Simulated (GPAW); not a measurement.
The system is CuO.

```xyz
4
Lattice="3.4221 0.0000 0.0000 0.0000 3.4221 0.0000 0.0000 0.0000 4.2605" Properties=species:S:1:pos:R:3 pbc="T T T"
Cu    0.0000    1.7110    0.0000
Cu    1.7110    0.0000    2.1302
O     0.0000    0.0000    1.0651
O     0.0000    0.0000    3.1953
```

Measurements of this composition are mostly on another form, of space group No. 15.

Base run:

* Program: GPAW 26.7.0
* Functional: PBE
* Potentials or basis: GPAW PAW data sets (gpaw-data 1.2.1)
* Cutoff: 800 eV
* Basis: pw
* k mesh: 8 × 8 × 6
* Occupations: fermi-dirac, width 0.05 eV
* Spin: no spin polarisation

Its results: band gap on the k mesh none (metal or under the smearing width); pressure -1.6 GPa.

Task: The run is repeated on the same cell with these changes: potentials or basis from GPAW PAW data sets (gpaw-data 1.2.1) to SG15 ONCV 1.2; cutoff from 800 eV to 1100 eV; valence electrons from 34 to 50. What comes out?

Result: Band gap on the k mesh none (metal or under the smearing width); pressure -2.6 GPa.

Caveats: the run has no spin polarisation, though such a crystal can be magnetic; semilocal functionals often make such compounds metallic where correlation or magnetic order opens a gap, which also shifts bond lengths; with this Cu data set, volumes or pressures lay over 1.5 % or 2 GPa off other programs in two to four cells of ten (some runs).
